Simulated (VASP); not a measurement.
# Biaxial modulus and normal strain of wurtzite SiC (P6_3mc) under (0001) strain of up to ±2 % in LDA

Squeezing wurtzite SiC by 2 % in its basal plane takes a stress of 13.47 GPa, yet stretching it by the same amount takes only 11.51 GPa. Linear elasticity demands equal magnitudes. The question is how far that theory still serves, and which moduli can be read from the response. This matters for epitaxial films, whose substrate fixes the in-plane lattice while the surface normal is free to relax. The calculation imitates that situation: the in-plane strain is imposed, the normal stress is brought to zero, and the normal strain, in-plane stress and energy are recorded. Strains and energies are counted from the crystal relaxed in LDA, with tension positive.

## How the numbers were made

The start is a typed prototype cell. The crystal was relaxed with LDA. Equal strain is imposed in the (0001) plane; the strain along the normal is adjusted until the normal stress vanishes, and the atoms are relaxed with LDA. VASP 6.6.1, plane waves with PAW, cutoff 600 eV, no spin polarisation, no spin-orbit coupling, k mesh 11×11×6, static lattice.

Notes on method and selection:

- Runs that did not converge, have known faults or may not be shown are not listed, and runs on Ansatz's PAW sets soft_1 and soft_2 are kept to separate tables.

Columns:

- strain (%): strain in the plane (tension positive).
- gap (eV): band gap on the k mesh at LDA.
- normal strain (%): strain along the normal.
- stress (GPa): in-plane stress, tension positive.
- strain energy (meV/atom): energy per atom above the relaxed crystal.

## Table of results

```
member  strain (%)  gap (eV)  normal strain (%)  stress (GPa)  strain energy (meV/atom)
−2 %    −2.0        1.990     0.425              −13.47        16.89
−1.5 %  −1.5        2.063     0.310              −9.92         9.466
−1 %    −1.0        2.130     0.202              −6.46         4.227
−0.5 %  −0.5        2.197     0.096              −3.16         1.098
0 %     0.0         2.259     −0.009             0.03          0.00191
+0.5 %  0.5         2.318     −0.109             3.09          0.8850
+1 %    1.0         2.375     −0.208             6.02          3.685
+1.5 %  1.5         2.380     −0.306             8.83          8.332
+2 %    2.0         2.386     −0.400             11.51         14.76
```

Least-squares fits to the whole series, with x = strain (%); R² and errors in the fitted variable (y, or ln y where the fit is in ln y):

```
y                  members  fit                        R²    rms residual  leave-one-out rms  the same for the mean of the others
normal strain (%)  9        y = 1.111×10⁻⁴ − 0.2058 x  1.00  0.0075        0.011              0.30
stress (GPa)       9        y = −0.3922 + 6.246 x      1.00  0.37          0.53               9.1
```

## What drives the series

From −2 % to +2 % the normal strain falls steadily from 0.425 % to −0.400 %, while the stress rises steadily from −13.47 to 11.51 GPa. The energy is lowest in the unstrained row and grows roughly as the square of the strain on either side. The crystal thus thins when stretched, but only by about a fifth of the imposed strain.

The simplest model rests on three assumptions: the elastic constants Cᵢⱼ do not change with strain, the atoms follow the cell to their relaxed positions, and the normal stress is zero. Hexagonal symmetry makes the basal plane elastically isotropic, so an equal strain ε along both in-plane directions produces an equal stress σ along both, without shear.

The normal strain εₙ follows from the condition of zero normal stress:

2C₁₃ε + C₃₃εₙ = 0, hence εₙ = −rε with r = 2C₁₃/C₃₃.

The in-plane stress is then

σ = (C₁₁ + C₁₂)ε + C₁₃εₙ = Mε, with M = C₁₁ + C₁₂ − 2C₁₃²/C₃₃.

M is the biaxial modulus. The last term is the relief gained by letting the normal relax; with the normal clamped, the crystal would be stiffer by that amount.

The energy is the work done by the stress. Two in-plane directions each contribute σ dε per unit volume, and the free normal contributes nothing. Integration of 2Mε dε gives Mε² per volume, or

w = vMε² per atom, where v is the volume per atom.

Three parameters, r, M and v, therefore describe the three mechanical columns. The model predicts straight lines through the origin for normal strain and stress, and a symmetric parabola for the energy.

## The model against the table

The members at −1 % and +1 % fix the parameters. Averaging over the two signs cancels the leading asymmetry:

- r = (0.202 + 0.208)/2.0 = 0.205
- M = (6.02 + 6.46)/2.0 = 6.24 GPa per %, or 624 GPa
- w at 1 % = (3.685 + 4.227)/2 = 3.956 meV/atom

With 1 eV/Å³ = 160.2 GPa, the energy and M together imply v = 160.2 × 3.956/(1000 × 624 × 0.0001) = 10.2 Å³ per atom, where the factor 1000 converts meV to eV.

Four other members test the model.

For −2 %:
- normal strain: −0.205 × (−2.0) = 0.410 %; table 0.425 %
- stress: 6.24 × (−2.0) = −12.48 GPa; table −13.47 GPa
- energy: 3.956 × 2.0² = 15.82 meV/atom; table 16.89 meV/atom

For +2 %:
- normal strain: −0.205 × 2.0 = −0.410 %; table −0.400 %
- stress: 6.24 × 2.0 = 12.48 GPa; table 11.51 GPa
- energy: 3.956 × 2.0² = 15.82 meV/atom; table 14.76 meV/atom

For −0.5 %:
- stress: 6.24 × (−0.5) = −3.12 GPa; table −3.16 GPa
- energy: 3.956 × 0.5² = 0.989 meV/atom; table 1.098 meV/atom

For +0.5 %:
- stress: 6.24 × 0.5 = 3.12 GPa; table 3.09 GPa
- energy: 3.956 × 0.5² = 0.989 meV/atom; table 0.8850 meV/atom

Two combinations of elastic constants follow. C₁₃ is 0.205/2 = 0.10 of C₃₃, and C₁₁ + C₁₂ exceeds M by 0.205²/2 = 0.021 of C₃₃. Separating the individual constants requires other kinds of strain.

## Members off the line

Largest departures from the fit to the whole series:

```
member  normal strain (%)  fit     computed − fit  in rms residuals
−2 %    0.425              0.412   +0.013          1.8
+2 %    −0.400             −0.411  +0.011          1.5
0 %     −0.009             0.000   −0.009          1.2
−0.5 %  0.096              0.103   −0.007          0.9
```

The normal strain of −0.009 % in the unstrained row cannot be an elastic response to in-plane strain. It is a small offset between the reference cell and the state of zero normal stress, and the rows at ±0.5 % are shifted the same way.

The stress departs from the line in the same direction on both sides: at ±2 % the computed value lies about 1 GPa below the model. The assumption that fails is constant stiffness. Between neighbouring rows the slope of the stress falls from (13.47 − 9.92)/0.5 = 7.10 GPa per % at the compressed end to (11.51 − 8.83)/0.5 = 5.36 GPa per % at the stretched end. Bonds stiffen when shortened and soften when lengthened. Growth of the loaded faces under tension, about 2.0 − 0.4 = 1.6 % at +2 %, supplies a smaller part of the drop. The intercept of −0.3922 GPa in the straight-line fit reflects this curvature; the computed stress at zero strain is only 0.03 GPa.

The energy shows a second departure. At +0.5 % the model is 12 % too high, against 7 % at +2 %, whereas softening alone would give an error that grows with strain. The energies behave as if their minimum lay near +0.02 %: such a shift lowers the energy at strain x by a fraction of about 2 × 0.02/x, which is 2 × 0.02/0.5 = 0.08 at +0.5 % but only 2 × 0.02/2.0 = 0.02 at +2 %. A likely cause is the finite plane-wave basis: stress is evaluated with a fixed set of waves, while energies at a fixed cutoff use a set that changes with the cell. In terms of stress the mismatch is roughly 6.24 × 0.02 = 0.12 GPa.

## Summary

Linear elasticity with M = 624 GPa gives the stress to about 1 % at ±0.5 %, 4 % at ±1 % and 7 to 8 % at ±2 %. At ±2 % the normal strain differs from −0.205 times the imposed strain by at most 0.425 − 0.410 = 0.015 percentage points.

Averaged over opposite strains, M varies only between 6.24 and 6.25 GPa per %. This narrow range shows how consistent the LDA series is, not how close M comes to the real crystal. The lattice is static, so the softening that zero-point and thermal motion usually bring is missing. M also depends on the functional, and a series in LDA alone shows neither the direction nor the size of the change another functional would make. Runs with r2SCAN, and with TB-mBJ plus spin-orbit coupling, belong to the same study but are left out here.

The gap column should not be read as the fundamental gap: its k mesh misses the K point, where the conduction-band minimum lies, so the true LDA gap is smaller. Its abrupt flattening above +1 % suggests that a different valence state becomes the highest there; the smooth stress shows no matching kink.

[Logs are printed without paths, hosts, clocks, repeated set-up lines and the standing remarks that a program may print on its own settings, such as how far it seeks lower states.]
